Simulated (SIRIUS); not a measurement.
## CuO: single point with PBEint

CuO:

```
Cu O
1.0
     2.83633    0.00000    0.00000
    -1.41816    2.45633    0.00000
     0.00000    0.00000    2.76811
Cu O
1 1
Direct
  0.00000 0.00000 0.00000
  0.66667 0.33333 0.50000
```

Measurements of this composition are mostly on another form, of space group No. 15.

```json
{
  "Program": "SIRIUS 7.10.0",
  "Task": "single point",
  "Functional": "PBEint",
  "Potentials or basis": "PseudoDojo 0.4.1 PBE standard (scalar relativistic)",
  "Cutoff": "1254 eV",
  "Density cutoff": "5016 eV",
  "k mesh": "9 × 9 × 8",
  "Occupations": "fermi-dirac, width 0.05 eV",
  "Spin": "no spin polarisation"
}
```

| Item | Value |
| --- | --- |
| Pressure | -7.0 GPa |
| Band gap on the k mesh | none (metal or under the smearing width) |

Stress tensor (GPa, compression positive):
```
 -3.36   0.00   0.00
  0.00  -3.36   0.00
  0.00   0.00 -14.23
```

It took 51 s on 1 thread of Arm Neoverse V1 (shared host), peak memory 0.38 GiB.

Caveat: the potentials were made for another functional, which shifts forces and pressure; an odd number of electrons without spin polarisation forces a metal; a magnetic or distorted state may lie lower; the run has no spin polarisation, though such a crystal can be magnetic; semilocal functionals often make such compounds metallic where correlation or magnetic order opens a gap, which also shifts bond lengths.
